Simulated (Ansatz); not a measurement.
Crystal: Fe.

```xyz
1
Lattice="0.0000 1.9417 1.9651 1.4984 0.0000 1.9651 1.4984 1.9417 0.0000" Properties=species:S:1:pos:R:3 pbc="T T T"
Fe    0.0000    0.0000    0.0000
```

Base run:

- Program: Ansatz 0.2.0
- Functional: PBEsol
- Potentials or basis: Ansatz PAW
- Cutoff: 420 eV
- Density cutoff: 1680 eV
- k mesh: 13 × 13 × 13
- Occupations: fermi-dirac, width 0.05 eV
- Spin: collinear spin, ferromagnetic start
- Starting moments: [3.0] μB

Its results: band gap on the k mesh none (metal or under the smearing width); pressure -10.4 GPa; net moment 2.18 μB per cell; site moments Fe +2.21 μB.

Problem. The run is repeated on the same cell with these changes: functional from PBEsol to BLYP. What comes out?

Solution. Band gap on the k mesh none (metal or under the smearing width); pressure 7.0 GPa; net moment 2.14 μB per cell; site moments Fe +2.18 μB.

BLYP binds less tightly than PBEsol, so the same cell stands under more pressure.

Caveats: the PAW data sets come from PBE, with cores solved anew for the run's functional, which leaves a small shift of forces and pressure; the potentials were made for another functional, which shifts forces and pressure (some runs).

Not every run made on this cell is shown here.
